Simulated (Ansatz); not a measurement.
Below is the output of a Python script on the Python package of Ansatz (0.2.0) that makes a single point from an input typed as a dict of MgTe, space group F-43m. Write a script that gives it. Level of theory: PBEsol, PAW, cutoff 420 eV, 5×5×5 k-points, fixed occupations.

```
Mg Te
1.0
     0.00000    3.23200    3.23200
     3.23200    0.00000    3.23200
     3.23200    3.23200    0.00000
Mg Te
1 1
Cartesian
  0.0000 0.0000 0.0000
  4.8480 4.8480 4.8480
```

```console
$ python deck_mgte.py
F = -8815.2058 eV for 2 atoms
E(sigma -> 0) = -8815.2058 eV, TS = 0.0 eV
closed by deck_thresholds after 6 iterations
largest force 0.0000 eV/A on atom 0
[[-0.  0.  0.]
 [-0.  0.  0.]]
cutoffs (eV): 420.0 1680.0  FFT grid: [32, 32, 32]
cell volume 67.522 A^3, 24 symmetry operations
doubts on the final state: none
warnings: none
```

The script that was run (others could print the same):

Script `deck_mgte.py`:
```python
# -*- coding: utf-8 -*-
"""MgTe from an input typed as a mapping."""

import ansatz
import numpy as np

deck = {
    "crystal": {
        "lattice": [
            [0.0, 3.231999, 3.231999],
            [3.231999, 0.0, 3.231999],
            [3.231999, 3.231999, 0.0],
        ],
        "atoms": [
            {"symbol": "Mg", "position": [0.0, 0.0, 0.0]},
            {"symbol": "Te", "position": [0.75, 0.75, 0.75]},
        ],
    },
    "kpoints": {"mp_grid": {"grid": [5, 5, 5]}},
    "hamiltonian": {"xc": "pbesol"},
    "scf": {"occupations": {"method": "fixed"}},
    "basis": {"ecutwfc": 420},
    "output": {"forces": True},
}

planned = ansatz.Session.from_dict(deck).plan(threads=1, pin="off")
outcome = planned.execute()
summary = outcome.report

n_atoms = len(summary["lattice"]["sites"])
print("F =", round(summary["free_energy_ev"], 4), "eV for", n_atoms, "atoms")
print("E(sigma -> 0) =", round(summary["energy_sigma0_ev"], 4), "eV, TS =", round(summary["entropy_ts_ev"], 5), "eV")
print("closed by", summary["closed_by"], "after", summary["n_iterations"], "iterations")

# forces, one row an atom
forces = np.array(summary["forces_ev_ang"])
norms = np.linalg.norm(forces, axis=1)
print("largest force {:.4f} eV/A on atom {}".format(norms.max(), norms.argmax()))
print(np.array2string(forces, precision=4, suppress_small=True))

used = summary["setup"]
print("cutoffs (eV):", used["ecut_ev"], used["ecutrho_ev"], " FFT grid:", used["fft_dense"])
print("cell volume {:.3f} A^3, {} symmetry operations".format(used["cell_volume_ang3"], used["n_sym_ops"]))

print("doubts on the final state:", summary["published_state_doubts"] or "none")
print("warnings:", sorted({n["data"]["kind"] for n in outcome.notices if n["data"].get("severity") in ("warning", "doubt")}) or "none")
```

Notes:
- Total energies depend on the potentials; only differences at equal settings carry meaning. A total without «per atom» is that of the cell as typed.
- The structure comes from a database of computed cells and needn't be a stable or known phase.
- The whole script took 1.1 s on 1 thread of Intel(R) Xeon(R) Platinum 8488C (Sapphire Rapids), on a shared host, peak memory 0.39 GiB.
